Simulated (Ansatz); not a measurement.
# ZrN (Fm-3m) in Ansatz: notebook

The runs below take ZrN through relaxation of cell and atoms, with HSE03, HSE06.

Everything below comes from runs of Ansatz 0.2.0. Logs are shortened: lines on timing, memory, paths and dates and some standing lists are left out, and cuts for length are marked.

## (1) Starting point

The structure is cubic, space group Fm-3m (No. 225). The conventional cell has a = 4.600 Å, b = 4.600 Å, c = 4.600 Å, α = 90.00°, β = 90.00°, γ = 90.00°. Zr (site symmetry m-3m) is surrounded by 6 N at 2.30 Å. N (site symmetry m-3m) is surrounded by 6 Zr at 2.30 Å.

## (2) Relaxation of cell and atoms, HSE03

Contents of input.yaml:

```yaml
crystal:
  lattice:
    - [0.0, 2.3, 2.3]
    - [2.3, 0.0, 2.3]
    - [2.3, 2.3, 0.0]
  atoms:
    - { symbol: Zr, position: [0.5, 0.5, 0.5] }
    - { symbol: "N", position: [0.0, 0.0, 0.0] }
hamiltonian:
  xc: { exchange: pbe, correlation: pbe, exx: { coeff: 0.25, omega: 0.3 } }
  pseudopotentials: { kind: paw }
kpoints:
  mp_grid: { grid: [5, 5, 5] }
scf:
  occupations: { method: fermi_dirac, width: 0.05 }
output:
  forces: true
  stress: true
relax:
  f_tol: 0.01
  max_steps: 40
  cell: { stress_tol: 0.05 }
```

Potentials or basis: Ansatz PAW.

On the command line:

```sh
$ ansatz run input.yaml --threads 2 --pin off --max-ram 5632MiB --backend cpu --events-out ev --progress --plain --runs-dir out
```

What it wrote:

```text
Warning: RAYON_NUM_THREADS=2 ignored (pool sized by the plan → 2); use --threads N
Engine: ansatz 0.2.0, aarch64-unknown-linux-gnu
Pseudopotentials: kind: paw
Pseudopotential: Zr, paw, valence charge 12, recommended cutoff 420 eV (normal), Zr.paw.azcp
Pseudopotential: N, paw, valence charge 5, recommended cutoff 420 eV (normal), N.paw.azcp
Functional definition: unnamed
  parameter a_1 = 0.25
  parameter omega_1 = 0.3/angstrom
  exchange = pbe_x + (-a_1)*pbe_x_sr(omega_1) + a_1*exact_x_sr(omega_1)
  correlation = pbe_c
Crystal: 2 atoms, lattice volume = 24.334 Å³
Basis set: ecut = 420 eV, 531 PW (Γ), exchange–correlation on 48×48×48 points (8 copies of the dense FFT grid, shifted against one another)
Bands: 13, of which v1, the nominal top of the filled ones, is band 9 counted from 1 (8 counted from 0)
Symmetry: 48 space group operations
Space group: Fm-3m (ITA 225), of the structure as read, at distance tolerance 2.9e-5 Å
k-points: 10 of 125
Non-local potential: Zr, projectors of the file, l = 0: 3, l = 1: 2, l = 2: 2, l = 3: 2
Non-local potential: N, projectors of the file, l = 0: 2, l = 1: 2, l = 2: 1
PAW form: soft (Blöchl's): semilocal exchange-correlation on the pseudo side does not see the compensation charge
PAW frozen core: Zr, regenerated for the run's functional, and the local potential with it (the file was generated under x = pbe(κ = 0.804, μ = 0.2195149727645171), c = pbe(β = 0.06672455060314922))
PAW frozen core: N, regenerated for the run's functional, and the local potential with it (the file was generated under x = pbe(κ = 0.804, μ = 0.2195149727645171), c = pbe(β = 0.06672455060314922))
PAW one-centre angular grid: Zr, 590 points (default); XC on 64 Gauss nodes
PAW one-centre angular grid: N, 110 points (default); XC on 64 Gauss nodes
Initial density: superposition of atomic densities (neutral atoms: chi_scale 0, normalization atom), corrected by the library's trained network
Initial wavefunctions: pseudopotential atomic-orbital guess
Functional: x = pbe(κ = 0.804, μ = 0.2195149727645171), c = pbe(β = 0.06672455060314922), warm-up for x = pbe(κ = 0.804, μ = 0.2195149727645171) + 0.25 (exact − pbe) at short range (hse, ω = 0.3 Å⁻¹), c = pbe(β = 0.06672455060314922)
SCF iter   1: F=—  HF=-4571.327671 eV  |F-HF|=—  |Δ(HF+E_count)|=         —  Δρ=2.40e-3  dr2=1.72e-3  ethr=1.77e-3  ⟨swp⟩=5.4  Hψ=527  notcnv=0
preconditioner: auto → none  [insulator: Δε(μ)=0.485 eV  Ē_g=18.925 eV  σ=0.050 eV  W_gap=0.53  n_scr=8 (ndim 8)  ℏωp=29.2 eV  f_vac=0.000  D(μ)=1.95/eV (n_scr^D=14)]
SCF iter   2: F=—  HF=-4571.327602 eV  |F-HF|=—  |Δ(HF+E_count)|=   6.84e-5  Δρ=8.75e-4  dr2=2.22e-4  ethr=1.01e-5  ⟨swp⟩=3.1  Hψ=317  notcnv=0  defer=1
iter 3 solved again at ethr=1.75e-8 eV; its pass at ethr=1.31e-6 eV (dr2=2.97e-6 eV) is discarded
SCF iter   3: F=—  HF=-4571.327591 eV  |F-HF|=—  |Δ(HF+E_count)|=   1.13e-5  Δρ=1.69e-4  dr2=3.33e-6  ethr=1.75e-8  ⟨swp⟩=3.6  Hψ=540  notcnv=0
SCF iter   4: F=—  HF=-4571.327592 eV  |F-HF|=—  |Δ(HF+E_count)|=   1.59e-6  Δρ=4.48e-5  dr2=2.88e-7  ethr=1.75e-8  ⟨swp⟩=2.9  Hψ=237  notcnv=0
SCF iter   5: F=—  HF=-4571.327593 eV  |F-HF|=—  |Δ(HF+E_count)|=   1.25e-7  Δρ=1.25e-5  dr2=2.91e-8  ethr=1.69e-9  ⟨swp⟩=2.6  Hψ=226  notcnv=0
SCF iter   6: F=—  HF=-4571.327593 eV  |F-HF|=—  |Δ(HF+E_count)|=   6.17e-9  Δρ=1.65e-6  dr2=2.72e-10  ethr=1.71e-10  ⟨swp⟩=3.3  Hψ=248  notcnv=0
SCF iter   7: F=-4571.327593 eV  HF=-4571.327593 eV  |F-HF|=2.73e-12  |Δ(HF+E_count)|=  8.28e-11  Δρ=2.02e-7  dr2=4.64e-12  ethr=1.60e-12  ⟨swp⟩=3.4  Hψ=300  notcnv=0
SCF 1 converged in 7 iterations: F = -4571.327593 eV  dr2 = 4.64e-12
Initial density: handed on by an earlier stage of this run
Initial wavefunctions: those handed on with the density
Functional: x = pbe(κ = 0.804, μ = 0.2195149727645171) + 0.25 (exact − pbe) at short range (hse, ω = 0.3 Å⁻¹), c = pbe(β = 0.06672455060314922)
Exchange kernel: α = 0.2500, screened, ω = 0.3000 Å⁻¹, Wigner–Seitz truncation, v(0) = 502.4454 eV·Å³, q-mesh 5×5×5, nearest image of the exchange supercell L = 16.26 Å, pair-density grid 15×15×15, without the augmentation charges, whose exchange is taken in its separable form by FFT convolution over the k-point mesh (sized by the pseudopotential files, 18×18×18 at the most), smooth part of the exact exchange by density-matrix convolution
Frozen-core exchange: fock
iter 1 solved again at ethr=1.85e-4 eV; its pass at ethr=1.00e-1 eV (dr2=3.15e-2 eV) is discarded
SCF iter   1: F=—  HF=-4573.586351 eV  |F-HF|=—  |Δ(HF+E_count)|=         —  Δρ=9.96e-3  dr2=3.69e-2  ethr=1.85e-4  ⟨swp⟩=3.9  Hψ=582  notcnv=0
[... 161 lines left out ...]
SCF iter   6: F=-4573.588823 eV  HF=-4573.588823 eV  |F-HF|=1.27e-11  |Δ(HF+E_count)|=  1.20e-10  Δρ=3.97e-7  dr2=3.29e-10  ethr=4.42e-12  ⟨swp⟩=2.5  Hψ=228  notcnv=0
SCF 15 stopped early in 6 iterations: F = -4573.588823 eV  dr2 = 3.29e-10
hybrid outer 1: dexx = +7.539e-7 eV, tail = 4.16e-9 eV
Exchange kernel: α = 0.2500, screened, ω = 0.3000 Å⁻¹, Wigner–Seitz truncation, v(0) = 502.4224 eV·Å³, q-mesh 5×5×5, nearest image of the exchange supercell L = 16.14 Å, pair-density grid 15×15×15, without the augmentation charges, whose exchange is taken in its separable form by FFT convolution over the k-point mesh (sized by the pseudopotential files, 18×18×18 at the most), smooth part of the exact exchange by density-matrix convolution
Frozen-core exchange: fock
SCF iter   1: F=—  HF=-4573.588823 eV  |F-HF|=—  |Δ(HF+E_count)|=         —  Δρ=2.41e-6  dr2=1.16e-9  ethr=1.22e-10  ⟨swp⟩=7.1  Hψ=411  notcnv=0
[... 7 lines left out ...]
Frozen-core exchange: fock
iter 1 solved again at ethr=1.00e-12 eV; its pass at ethr=1.00e-1 eV (dr2=1.46e-11 eV) is discarded
SCF iter   1: F=—  HF=-4573.588823 eV  |F-HF|=—  |Δ(HF+E_count)|=         —  Δρ=4.71e-7  dr2=2.41e-11  ethr=1.00e-12  ⟨swp⟩=15.9  Hψ=924  notcnv=1
preconditioner: auto → none  [insulator: Δε(μ)=0.417 eV  Ē_g=13.298 eV  σ=0.050 eV  W_gap=0.52  n_scr=8 (ndim 8)  ℏωp=22.9 eV  f_vac=0.000  D(μ)=1.92/eV (n_scr^D=14)]
SCF iter   2: F=-4573.588823 eV  HF=-4573.588823 eV  |F-HF|=4.55e-12  |Δ(HF+E_count)|=  9.09e-13  Δρ=2.13e-7  dr2=7.61e-12  ethr=1.00e-12  ⟨swp⟩=2.0  Hψ=219  notcnv=0
SCF 17 converged in 2 iterations: F = -4573.588823 eV  dr2 = 7.61e-12
hybrid outer 1: dexx = +1.705e-13 eV, tail = 1.13e-11 eV
Exchange kernel: α = 0.2500, screened, ω = 0.3000 Å⁻¹, Wigner–Seitz truncation, v(0) = 502.4224 eV·Å³, q-mesh 5×5×5, nearest image of the exchange supercell L = 16.14 Å, pair-density grid 15×15×15, without the augmentation charges, whose exchange is taken in its separable form by FFT convolution over the k-point mesh (sized by the pseudopotential files, 18×18×18 at the most), smooth part of the exact exchange by density-matrix convolution
Frozen-core exchange: fock
SCF iter   1: F=—  HF=-4573.588823 eV  |F-HF|=—  |Δ(HF+E_count)|=         —  Δρ=2.26e-7  dr2=7.43e-12  ethr=1.18e-12  ⟨swp⟩=12.1  Hψ=544  notcnv=0
preconditioner: auto → none  [insulator: Δε(μ)=0.417 eV  Ē_g=12.283 eV  σ=0.050 eV  W_gap=0.52  n_scr=8 (ndim 8)  ℏωp=22.9 eV  f_vac=0.000  D(μ)=1.92/eV (n_scr^D=14)]
SCF iter   2: F=-4573.588823 eV  HF=-4573.588823 eV  |F-HF|=1.82e-12  |Δ(HF+E_count)|=    0.00e0  Δρ=1.33e-7  dr2=2.68e-12  ethr=1.00e-12  ⟨swp⟩=2.0  Hψ=219  notcnv=0
SCF 18 converged in 2 iterations: F = -4573.588823 eV  dr2 = 2.68e-12
  Residual-converged pass: ⟨swp⟩=4.0  Hψ=339  notcnv=0  max |occ|·‖R‖ = 8.8e-9 eV (tolerance 1.0e-8 eV)  dr2=3.03e-12  dr2_onsite=2.30e-13  max |Δocc| = 1.3e-15
hybrid outer 2: dexx = +6.537e-13 eV, tail = 5.80e-12 eV, Δε = 3.35e-6 eV (about 6.27e-6 eV left of the loop's levels)
relax step   7: F+E_penalty+E_count = -4573.58882345 eV  Δ(F+E_penalty+E_count) = -4.547e-12 eV  max|allowed force component| = 7.100e-30 eV/Å  Δτ_max = 0.0000 Å  P = -0.001 GPa  Ω = 23.763 Å³  stress off target by 8.67e-4 GPa  SCF on the basis re-selected at this cell (its energy is not comparable with the rows above)  (4 SCF iters)
basis re-selected at this cell: Δ(F+E_penalty+E_count) = -4.547e-12 eV, ΔP = -0.001 GPa vs the last step (what re-selecting the basis moved, of the pressure what is left beyond the Pulay correction that the steps carried, after the strain that the cell walked since its last selection, with what the two solves' SCF thresholds leave and, on support functions, any second-order correction that the steps lacked; it is no measure of the basis error at this ecutwfc). This SCF's stress stands 8.67e-4 GPa from its target on what of the cell is left free (relax.cell.stress_tol is 5.00e-2 GPa) and its largest allowed force component is 7.10e-30 eV/Å (relax.f_tol is 1.00e-2 eV/Å): within both
hybrid SCF converged: 2 outer / 4 inner (+0 warm-up), last move |dexx| = 6.54e-13 eV, tail = 5.80e-12 eV
Stability not checked: this state was not tested for a lower state beside it, because the functional holds exact exchange (a hybrid, or Hartree-Fock), whose exchange loop this test does not read (fock_operator; see scf.lower_state_search)
Free energy (F): -4573.588823 eV
Frozen-core exchange: fock
Harris-Foulkes:  -4573.588823 eV  (|F-HF|=1.82e-12)
Internal energy: -4573.575443 eV  (E = F + TS)
E sigma→0 (E₀):  -4573.582133 eV
Entropy (-TS):   -0.013380 eV (-6.690 meV/atom)
Fermi energy:    18.169240 eV
--- Per-component energies (eV) ---
  E_band       = -49.687044
  E_kinetic    = 468.020337
  E_local      = -610.305322  (includes V_loc(G=0)·N_el)
  E_nonlocal   = 121.033101
  E_hartree    = 183.538469
  E_xc         = -183.231374
  E_vxc        = -218.744371  (∫ρ·V_xc dr)
  E_exx        = -42.293685  (= α·E_x^exact, valence–valence)
  E_paw        = -3081.226170  (= ΣΔE_a)
  E_vpaw       = -92.180477  (= ΣTr[D̂ρ^β])
  E_aug_tail   = 0.000115  (compensation charges beyond the density's cutoff)
  E_ewald      = -1428.695582
  E_core_change = -0.415333  (= ΣΔE_core)
  E_smearing   = -0.013380  (= −TS)
  E_closure    = -0.000000  (closes the sum)
  Σ components = -4573.588823   (vs F -4573.588823, Δ=9.09e-13)
--- Forces (eV/Å), atoms counted from 1 ---
  atom   1  Zr     0.00000000    -0.00000000     0.00000000
  atom   2  N     -0.00000000     0.00000000    -0.00000000
  max |Σ_I F_I| component: 1.31e-29 eV/Å
--- Stress (GPa, compression-positive) ---
       -0.000867      -0.000000      -0.000000
       -0.000000      -0.000867      -0.000000
       -0.000000      -0.000000      -0.000867
  P = ⅓ Tr σ = -0.0009 GPa (-0.009 kbar)
--- Band table (eV; the first three rows and the last of 10) ---
  k-point 0: bands = ["-35.0942", "-11.2933", "-11.2933", "-11.2933", "-0.4158", "14.7055", "14.7055", "14.7055", "17.7569", "17.7569", "17.7569", "19.9888"]
  k-point 1: bands = ["-35.0369", "-11.8126", "-11.3281", "-11.3281", "0.4162", "12.2793", "13.1078", "13.1078", "18.4858", "18.8730", "18.8730", "22.4312"]
  k-point 2: bands = ["-34.9428", "-12.5571", "-11.3830", "-11.3830", "1.8210", "9.6143", "11.5917", "11.5917", "20.5134", "21.1394", "21.1394", "24.0285"]
  k-point 9: bands = ["-34.8851", "-12.2373", "-11.9003", "-11.6420", "0.9706", "11.2761", "12.2406", "12.5083", "18.1735", "20.7206", "22.8616", "23.2403"]
  guard bands above this table: 1 of the run's 13 bands, where the rule asks 2: the bands that hold charge and the lowest empty level above them stay in the table. The solve was not asked for them (output.publish_guard_bands: true or output.eigenvalues: true publishes all)
--- Relaxed structure (5 steps of the walk, 5 accepted, 2 SCFs on fresh bases) ---
  F+E_penalty+E_count = -4573.58882345 eV   max|allowed force component| = 7.100e-30 eV/Å   (the final SCF, on the basis selected at the relaxed cell)
  cell:  # Å, volume = 23.7634 Å³
    - [9.209175876690526e-34, 2.2818817875516264, 2.2818817875516264]
    - [2.2818817875516264, -9.935975464146402e-34, 2.2818817875516264]
    - [2.2818817875516264, 2.2818817875516264, 1.863561413754737e-33]
  atoms:
    - { symbol: Zr, position: [0.5, 0.5, 0.5] }
    - { symbol: N, position: [-1.6354704011420915e-35, 1.242957504867499e-35, 1.722695489203083e-35] }
```

It took 40 s on 2 threads of Arm Neoverse V2, shared host; peak memory 0.65 GiB.

Results:

- Free energy: -4573.5888 eV
- Relaxed volume: 11.88 Å³/atom
- Relaxed cell: a = 3.227 Å, b = 3.227 Å, c = 3.227 Å, α = 60.00°, β = 60.00°, γ = 60.00°
- Space group after relaxing (to 0.05 Å): Fm-3m (No. 225)
- Energy gained by relaxing: 5.6 meV/atom
- Ionic steps: 7
- Pressure after relaxing: 0.0 GPa
- Band gap on the k mesh: none (metal or under the smearing width)

Step by step:
| step | energy change (eV) | largest force (eV/Å) | volume (Å³) |
| --- | --- | --- | --- |
| 1 | 0.0000 | 0.0000 | 24.33 |
| 2 | -0.0067 | 0.0000 | 23.36 |
| 3 | -0.0121 | 0.0000 | 23.78 |
| 4 | -0.0121 | 0.0000 | 23.77 |
| 5 | -0.0111 | 0.0000 | 23.77 |
| 6 | -0.0111 | 0.0000 | 23.76 |
| 7 | -0.0111 | 0.0000 | 23.76 |

Final structure:
```cif
data_structure
_symmetry_space_group_name_H-M 'P 1'
_symmetry_Int_Tables_number 1
_cell_length_a 3.2271
_cell_length_b 3.2271
_cell_length_c 3.2271
_cell_angle_alpha 60.000
_cell_angle_beta 60.000
_cell_angle_gamma 60.000
_cell_volume 23.76
loop_
_atom_site_label
_atom_site_type_symbol
_atom_site_fract_x
_atom_site_fract_y
_atom_site_fract_z
_atom_site_occupancy
Zr1 Zr 0.50000 0.50000 0.50000 1
N1 N 0.00000 0.00000 0.00000 1
```

Levels at points of the mesh, in eV from the Fermi level:
| k point | band 4 | band 5 | band 6 | band 7 | band 8 | band 9 | band 10 | band 11 | band 12 |
| --- | --- | --- | --- | --- | --- | --- | --- | --- | --- |
| (0.00, 0.00, 0.00) | -29.46 | -18.59 | -3.46 | -3.46 | -3.46 | -0.41 | -0.41 | -0.41 | 1.82 |

Caveat: the k mesh is coarse (spacing up to 0.47 Å⁻¹), so the values aren't converged, least of all with exact exchange; the plane-wave basis is chosen anew once the cell has moved, so the energies of steps on either side of that aren't comparable; the pressure holds a Pulay correction of +0.3 GPa for the finite cutoff; the PAW data sets come from PBE, with cores solved anew for the run's functional, which leaves a small shift of forces and pressure.

## (3) Relaxation of cell and atoms, HSE06

Changes to input.yaml since step 2:

```diff
@@ -9,3 +9,3 @@
 hamiltonian:
-  xc: { exchange: pbe, correlation: pbe, exx: { coeff: 0.25, omega: 0.3 } }
+  xc: hse06
   pseudopotentials: { kind: paw }
```

Potentials or basis: Ansatz PAW.

On the command line:

```sh
$ ansatz run input.yaml --threads 2 --pin off --max-ram 5632MiB --backend cpu --events-out ev --progress --plain --runs-dir out
```

It took 50 s on 2 threads of Arm Neoverse V1, shared host; peak memory 0.65 GiB.

The run converged. Its results:

* Free energy: -4573.5932 eV
* Relaxed volume: 11.86 Å³/atom
* Relaxed cell: a = 3.225 Å, b = 3.225 Å, c = 3.225 Å, α = 60.00°, β = 60.00°, γ = 60.00°
* Space group after relaxing (to 0.05 Å): Fm-3m (No. 225)
* Energy gained by relaxing: 6.4 meV/atom
* Ionic steps: 7
* Pressure after relaxing: 0.0 GPa
* Band gap on the k mesh: none (metal or under the smearing width)

The path:
```
step  energy change (eV)  largest force (eV/Å)  volume (Å³)
   1              0.0000                0.0000        24.33
   2             -0.0074                0.0000        23.30
   3             -0.0136                0.0000        23.75
   4             -0.0137                0.0000        23.73
   5             -0.0127                0.0000        23.73
   6             -0.0127                0.0000        23.73
   7             -0.0127                0.0000        23.73
```

Final structure:
```cif
data_structure
_symmetry_space_group_name_H-M 'P 1'
_symmetry_Int_Tables_number 1
_cell_length_a 3.2254
_cell_length_b 3.2254
_cell_length_c 3.2254
_cell_angle_alpha 60.000
_cell_angle_beta 60.000
_cell_angle_gamma 60.000
_cell_volume 23.73
loop_
_atom_site_label
_atom_site_type_symbol
_atom_site_fract_x
_atom_site_fract_y
_atom_site_fract_z
_atom_site_occupancy
Zr1 Zr 0.50000 0.50000 0.50000 1
N1 N 0.00000 0.00000 0.00000 1
```

Levels at points of the mesh, in eV from the Fermi level:
```csv
k point,band 6,band 7,band 8,band 9,band 10,band 11
"(0.00, 0.00, 0.00)",-3.58,-3.58,-3.58,-0.39,-0.39,-0.39
```

Caveat: the k mesh is coarse (spacing up to 0.47 Å⁻¹), so the values aren't converged, least of all with exact exchange; the plane-wave basis is chosen anew once the cell has moved, so the energies of steps on either side of that aren't comparable; the pressure holds a Pulay correction of +0.3 GPa for the finite cutoff; the PAW data sets come from PBE, with cores solved anew for the run's functional, which leaves a small shift of forces and pressure.
